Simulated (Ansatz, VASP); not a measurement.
CdTe: VASP beside Ansatz

```
Cd Te
1.0
     0.00000    6.61926   -6.61926
     6.61926    6.61926    0.00000
     6.61926    0.00000   -6.61926
Cd Te
8 8
Direct
  0.50000 0.00000 0.50000
  0.50000 0.50000 0.50000
  0.00000 0.00000 0.50000
  0.00000 0.50000 0.50000
  0.50000 0.00000 0.00000
  0.50000 0.50000 0.00000
  0.00000 0.00000 0.00000
  0.00000 0.50000 0.00000
  0.12500 0.12500 0.12500
  0.12500 0.62500 0.12500
  0.62500 0.12500 0.12500
  0.62500 0.62500 0.12500
  0.12500 0.12500 0.62500
  0.12500 0.62500 0.62500
  0.62500 0.12500 0.62500
  0.62500 0.62500 0.62500
```

Alike in both runs: task single point; functional PBE; k mesh 3 × 3 × 3; occupations gaussian, width 0.01 eV; no spin polarisation.

|  | VASP | Ansatz |
| --- | --- | --- |
| version | VASP 6.6.1 | Ansatz 0.2.0 |
| potentials or method | VASP PAW PBE potentials, release 64 (Cd, Te) | scalar-relativistic, plane waves, PAW |
| plane-wave cutoff (eV) | 520 | 420 |
| valence electrons in the cell | 144 | 288 |

|  | VASP | Ansatz | Ansatz less VASP |
| --- | --- | --- | --- |
| gap on the k mesh at the Fermi level (eV) | 0.58 | 0.58 | +0.003 |
| least direct gap on the mesh (eV) | 0.58 | 0.58 | +0.003 |
| pressure (GPa) | 0.1 | 0.0 | -0.11 |

With one functional, cell and mesh, what is left measures potentials, basis and numerics. The two sets of potentials don't hold the same shells in valence.

Caveats: spin-orbit coupling is left out, which moves the levels of the heavy elements.
